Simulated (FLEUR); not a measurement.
# Fe (Im-3m) in FLEUR: a series of runs

Runs on Fe. Level: BLYP. Tasks: band structure, equation of state.

All numbers are computed with FLEUR MaX-R8.1 (later development tree); they aren't measurements. Logs are shortened: lines on timing, memory, paths and dates and some standing lists are left out, and cuts for length are marked.

## 1. Starting point

The structure is cubic, space group Im-3m (No. 229). The conventional cell has a = 2.886 Å, b = 2.886 Å, c = 2.886 Å, α = 90.00°, β = 90.00°, γ = 90.00°. Fe (site symmetry m-3m) is surrounded by 8 Fe at 2.50 Å.

## 2. Band structure, BLYP, collinear spin, ferromagnetic start

File inp.xml:

```xml
<?xml version="1.0" encoding="UTF-8" standalone="no"?>
<fleurInput fleurInputVersion="0.39">
   <comment>
      Fe                                                                                                  
   </comment>
   <calculationSetup>
      <cutoffs Kmax="4.47" Gmax="13.9" GmaxXC="13.9" numbands="0"/>
      <scfLoop itmax="60" minDistance="0.00001" maxIterBroyd="15" imix="Anderson" alpha="0.05" precondParam="0.0" spinf="2.0" sdNocoIR="T"/>
      <coreElectrons ctail="T" frcor="F" kcrel="0" coretail_lmax="0"/>
      <xcFunctional name="LibXC" relativisticCorrections="F">
         <LibXCName exchange="gga_x_b88" correlation="gga_c_lyp"/>
      </xcFunctional>
      <magnetism jspins="2"/>
      <soc l_soc="F" theta="0.0" phi="0.0" spav="F"/>
      <expertModes spex="0" secvar="F"/>
      <geometryOptimization l_f="F" forcealpha="1.0" forcemix="BFGS" epsdisp="0.00001" epsforce="0.00001"/>
      <ldaU l_linMix="F" mixParam="0.05" spinf="1.0"/>
   </calculationSetup>
   <cell>
      <bzIntegration valenceElectrons="16.0" mode="hist" fermiSmearingEnergy="0.00183747">
         <kPointListSelection listName="default-1"/>
         <!-- k-points included here -->
         <xi:include xmlns:xi="http://www.w3.org/2001/XInclude" href="kpts.xml"> </xi:include>
      </bzIntegration>
      <!-- symmetry operations included here -->
      <xi:include xmlns:xi="http://www.w3.org/2001/XInclude" href="sym.xml"> </xi:include>
      <bulkLattice scale="1.0">
         <bravaisMatrix>
            <row-1>   -2.7268747977977998     2.7268747977977998     2.7268747977977998</row-1>
            <row-2>    2.7268747977977998    -2.7268747977977998     2.7268747977977998</row-2>
            <row-3>    2.7268747977977998     2.7268747977977998    -2.7268747977977998</row-3>
         </bravaisMatrix>
      </bulkLattice>
   </cell>
   <atomSpecies>
      <species name="Iron (Fe) 3.000" element="Fe" atomicNumber="26">
         <mtSphere radius="2.19" gridPoints="725" logIncrement="0.017"/>
         <atomicCutoffs lmax="9" lnonsphr="7"/>
         <electronConfig flipSpins="F">
            <coreConfig>(1s1/2) (2s1/2) (2p1/2) (2p3/2)</coreConfig>
            <valenceConfig>(3s1/2) (3p1/2) (3p3/2) (4s1/2) (3d3/2) (3d5/2)</valenceConfig>
            <stateOccupation state="(3d3/2)" spinUp="1.5" spinDown="0.9"/>
            <stateOccupation state="(3d5/2)" spinUp="3.0" spinDown="0.6"/>
         </electronConfig>
         <energyParameters s="4" p="4" d="3" f="4"/>
         <lo type="SCLO" l="0" n="3" eDeriv="0"/>
         <lo type="SCLO" l="1" n="3" eDeriv="0"/>
         <lo type="SCLO" l="1" n="3" eDeriv="1"/>
         <lo type="SCLO" l="2" n="3" eDeriv="2"/>
         <lo type="SCLO" l="3" n="4" eDeriv="2"/>
      </species>
   </atomSpecies>
   <atomGroups>
      <atomGroup species="Iron (Fe) 3.000">
         <relPos label="                   1">.0000000000 .0000000000 .0000000000</relPos>
         <force calculate="T" relaxXYZ="TTT"/>
      </atomGroup>
   </atomGroups>
   <output dos="F" band="F" slice="F">
      <checks vchk="F" cdinf="F"/>
      <bandDOS minEnergy="-.5*Htr" maxEnergy="0.5*Htr" sigma="0.015" storeEVData="T"/>
      <vacuumDOS vacdos="F" integ="F" star="F" nstars="0" locx1="0.0" locy1="0.0" locx2="0.0" locy2="0.0" nstm="0" tworkf="0.0"/>
      <unfoldingBand unfoldBand="F" supercellX="1" supercellY="1" supercellZ="1"/>
      <plotting iplot="0" polar="F">
         <plot TwoD="T" vec1="  1.0  0.0  0.0" vec2="  0.0  1.0  0.0" vec3="  0.0  0.0  1.0" zero="  0.0  0.0  0.0" file="plot"/>
      </plotting>
      <chargeDensitySlicing numkpt="0" minEigenval="0.0" maxEigenval="0.0" nnne="0" pallst="F"/>
      <specialOutput eonly="F"/>
      <moessbauerParams electricFieldGradient="T" isomerShift="T" coreHyperfine="T" valenceHyperfine="T"/>
      <magneticCircularDichroism mcd="F" energyLo="-10.0" energyUp="0.0"/>
   </output>
  <!-- We include the file relax.xml here to enable relaxations (see documentation) -->
  <xi:include xmlns:xi="http://www.w3.org/2001/XInclude" href="relax.xml"> <xi:fallback/> </xi:include>
</fleurInput>
```

File crystal.txt:

```
Fe
&input cartesian=F /
-1.4430000000  1.4430000000  1.4430000000
1.4430000000  -1.4430000000  1.4430000000
1.4430000000  1.4430000000  -1.4430000000
1.8897261246
1.0 1.0 1.0

1
26 0.0000000000  0.0000000000  0.0000000000 : 3.000

&kpt div1=13 div2=13 div3=13 gamma=T /
```

File inp.xml (bands):

```
<?xml version="1.0" encoding="UTF-8" standalone="no"?>
<fleurInput fleurInputVersion="0.39">
   <comment>
      Fe                                                                                                  
   </comment>
   <calculationSetup>
      <cutoffs Kmax="4.47" Gmax="13.9" GmaxXC="13.9" numbands="0"/>
      <scfLoop itmax="60" minDistance="0.00001" maxIterBroyd="15" imix="Anderson" alpha="0.05" precondParam="0.0" spinf="2.0" sdNocoIR="T"/>
      <coreElectrons ctail="T" frcor="F" kcrel="0" coretail_lmax="0"/>
      <xcFunctional name="LibXC" relativisticCorrections="F">
         <LibXCName exchange="gga_x_b88" correlation="gga_c_lyp"/>
      </xcFunctional>
      <magnetism jspins="2"/>
      <soc l_soc="F" theta="0.0" phi="0.0" spav="F"/>
      <expertModes spex="0" secvar="F"/>
      <geometryOptimization l_f="F" forcealpha="1.0" forcemix="BFGS" epsdisp="0.00001" epsforce="0.00001"/>
      <ldaU l_linMix="F" mixParam="0.05" spinf="1.0"/>
   </calculationSetup>
   <cell>
      <bzIntegration valenceElectrons="16.0" mode="hist" fermiSmearingEnergy="0.00183747">
         <kPointListSelection listName="path-1"/>
         <!-- k-points included here -->
         <xi:include xmlns:xi="http://www.w3.org/2001/XInclude" href="kpts.xml"> </xi:include>
      </bzIntegration>
      <!-- symmetry operations included here -->
      <xi:include xmlns:xi="http://www.w3.org/2001/XInclude" href="sym.xml"> </xi:include>
      <bulkLattice scale="1.0">
         <bravaisMatrix>
            <row-1>   -2.7268747977977998     2.7268747977977998     2.7268747977977998</row-1>
            <row-2>    2.7268747977977998    -2.7268747977977998     2.7268747977977998</row-2>
            <row-3>    2.7268747977977998     2.7268747977977998    -2.7268747977977998</row-3>
         </bravaisMatrix>
      </bulkLattice>
   </cell>
   <atomSpecies>
      <species name="Iron (Fe) 3.000" element="Fe" atomicNumber="26">
         <mtSphere radius="2.19" gridPoints="725" logIncrement="0.017"/>
         <atomicCutoffs lmax="9" lnonsphr="7"/>
         <electronConfig flipSpins="F">
            <coreConfig>(1s1/2) (2s1/2) (2p1/2) (2p3/2)</coreConfig>
            <valenceConfig>(3s1/2) (3p1/2) (3p3/2) (4s1/2) (3d3/2) (3d5/2)</valenceConfig>
            <stateOccupation state="(3d3/2)" spinUp="1.5" spinDown="0.9"/>
            <stateOccupation state="(3d5/2)" spinUp="3.0" spinDown="0.6"/>
         </electronConfig>
         <energyParameters s="4" p="4" d="3" f="4"/>
         <lo type="SCLO" l="0" n="3" eDeriv="0"/>
         <lo type="SCLO" l="1" n="3" eDeriv="0"/>
         <lo type="SCLO" l="1" n="3" eDeriv="1"/>
         <lo type="SCLO" l="2" n="3" eDeriv="2"/>
         <lo type="SCLO" l="3" n="4" eDeriv="2"/>
      </species>
   </atomSpecies>
   <atomGroups>
      <atomGroup species="Iron (Fe) 3.000">
         <relPos label="                   1">.0000000000 .0000000000 .0000000000</relPos>
         <force calculate="T" relaxXYZ="TTT"/>
      </atomGroup>
   </atomGroups>
   <output dos="F" band="T" slice="F">
      <checks vchk="F" cdinf="F"/>
      <bandDOS minEnergy="-.5*Htr" maxEnergy="0.5*Htr" sigma="0.015" storeEVData="T"/>
      <vacuumDOS vacdos="F" integ="F" star="F" nstars="0" locx1="0.0" locy1="0.0" locx2="0.0" locy2="0.0" nstm="0" tworkf="0.0"/>
      <unfoldingBand unfoldBand="F" supercellX="1" supercellY="1" supercellZ="1"/>
      <plotting iplot="0" polar="F">
         <plot TwoD="T" vec1="  1.0  0.0  0.0" vec2="  0.0  1.0  0.0" vec3="  0.0  0.0  1.0" zero="  0.0  0.0  0.0" file="plot"/>
      </plotting>
      <chargeDensitySlicing numkpt="0" minEigenval="0.0" maxEigenval="0.0" nnne="0" pallst="F"/>
      <specialOutput eonly="F"/>
      <moessbauerParams electricFieldGradient="T" isomerShift="T" coreHyperfine="T" valenceHyperfine="T"/>
      <magneticCircularDichroism mcd="F" energyLo="-10.0" energyUp="0.0"/>
   </output>
  <!-- We include the file relax.xml here to enable relaxations (see documentation) -->
  <xi:include xmlns:xi="http://www.w3.org/2001/XInclude" href="relax.xml"> <xi:fallback/> </xi:include>
</fleurInput>
```

Potentials or basis: all-electron, FLAPW.

On the command line:

```
$ inpgen -f crystal.txt -profile fastHighL
$ # inp.xml edited to the form shown
$ fleur_MPI
$ fleur_MPI   # second run, on inp.xml (bands)
```

The program printed:

```text
Welcome to FLEUR        (www.flapw.de)
      MaX-Release 8.1          (www.max-centre.eu)
 func_ids         131         106         131         106
The functional 'Becke 88' is an exchange functional, it belongs to the 'GGA' family and is defined in the reference(s):
[1] A. D. Becke.,  Phys. Rev. A 38, 3098 (1988)
The functional 'Lee, Yang & Parr' is a correlation functional, it belongs to the 'GGA' family and is defined in the reference(s):
[1] C. Lee, W. Yang, and R. G. Parr.,  Phys. Rev. B 37, 785 (1988)
[2] B. Miehlich, A. Savin, H. Stoll, and H. Preuss.,  Chem. Phys. Lett. 157, 200 (1989)
 Using same functional for VXC and EXC

 ========== k-point set info ==========
 Selected k-point list: default-1
 k-point list type: mesh
 13 x 13 x 13
 Number of k points: 84

 ------------Calculation Setup---------------------------
 Number of MPI-tasks      :            1
 Number of PE/node        :            1
 Number of OMP-threads    :            1
 Most efficient MPI parallelization for:
           1           2           3           4           6           7          12          14          21          28          42          84
 Additional eigenvalue parallelization possible
 Number of basis functions:          171
 Approximate size of matrices (H+S) per k-point:         0.000 GB
 --------------------------------------------------------
 Iteration:     1   Distance:      26.54483338 me/bohr^3
 Iteration:     2   Distance:      24.73246537 me/bohr^3
 Iteration:     3   Distance:      13.81765945 me/bohr^3
 Iteration:     4   Distance:      14.33643349 me/bohr^3
 Iteration:     5   Distance:       4.82492906 me/bohr^3
 Iteration:     6   Distance:       4.20207365 me/bohr^3
 Iteration:     7   Distance:       2.39395297 me/bohr^3
 Iteration:     8   Distance:       2.20455060 me/bohr^3
 Iteration:     9   Distance:       1.20733703 me/bohr^3
 Iteration:    10   Distance:       0.92668486 me/bohr^3
 Iteration:    11   Distance:       0.24717339 me/bohr^3
 Iteration:    12   Distance:       0.13650526 me/bohr^3
 Iteration:    13   Distance:       0.02550406 me/bohr^3
 Iteration:    14   Distance:       0.00946083 me/bohr^3
 Iteration:    15   Distance:       0.00068185 me/bohr^3
 Iteration:    16   Distance:       0.00066568 me/bohr^3
 Iteration:    17   Distance:       0.00010563 me/bohr^3
 Iteration:    18   Distance:       0.00006488 me/bohr^3
 Iteration:    19   Distance:       0.00003164 me/bohr^3
 Iteration:    20   Distance:       0.00001757 me/bohr^3
 Iteration:    21   Distance:       0.00000453 me/bohr^3

 ********************************************************************
 Run finished successfully
 Stop message:
   all done
 ********************************************************************
```

Run time: 26 s. Hardware: 1 thread of Arm Neoverse V2, shared host; peak memory 0.08 GiB.

Results:

| Item | Value |
| --- | --- |
| Free energy | -34642.5191 eV |
| Band gap along the path | none (metal or under the smearing width) |
| Net moment | 2.20 μB per cell |
| Site moments | Fe +2.25 μB |
| Valence electrons inside the program's atomic spheres | Fe 14.60 (radii Fe 2.19 bohr) |

Levels at the corners of the path, in eV from the Fermi level:
Spin up:
```csv
point,band 6,band 7,band 8,band 9,band 10,band 11,band 12,band 13
Γ,-2.17,-2.17,-2.17,-1.05,-1.05,24.17,24.17,24.17
H,-4.48,0.09,0.09,0.09,9.54,9.54,9.54,15.35
N,-3.16,-1.00,-0.89,0.34,0.69,6.91,17.82,19.13
Γ,-2.17,-2.17,-2.17,-1.05,-1.05,24.17,24.17,24.17
P,-3.00,-3.00,-0.86,-0.86,8.42,8.42,8.42,9.96
H,-4.48,0.09,0.09,0.09,9.54,9.54,9.54,15.35
P,-3.00,-3.00,-0.86,-0.86,8.42,8.42,8.42,9.96
N,-3.16,-1.00,-0.89,0.34,0.69,6.91,17.82,19.13
```
Spin down:
| point | band 5 | band 6 | band 7 | band 8 | band 9 | band 10 |
| --- | --- | --- | --- | --- | --- | --- |
| Γ | -7.87 | -0.33 | -0.33 | -0.33 | 1.65 | 1.65 |
| H | -2.68 | -2.68 | 2.21 | 2.21 | 2.21 | 9.79 |
| N | -3.36 | -1.52 | 0.79 | 1.49 | 1.88 | 2.49 |
| Γ | -7.87 | -0.33 | -0.33 | -0.33 | 1.65 | 1.65 |
| P | -1.64 | -1.64 | -1.64 | 1.92 | 1.92 | 9.27 |
| H | -2.68 | -2.68 | 2.21 | 2.21 | 2.21 | 9.79 |
| P | -1.64 | -1.64 | -1.64 | 1.92 | 1.92 | 9.27 |
| N | -3.36 | -1.52 | 0.79 | 1.49 | 1.88 | 2.49 |

Core levels (eV from the Fermi level):
```csv
atom,levels
1 Fe,"1s1/2 -6992.5, 2s1/2 -812.8, 2p1/2 -700.0, 2p3/2 -687.5"
```

[end of part 1 of 2]
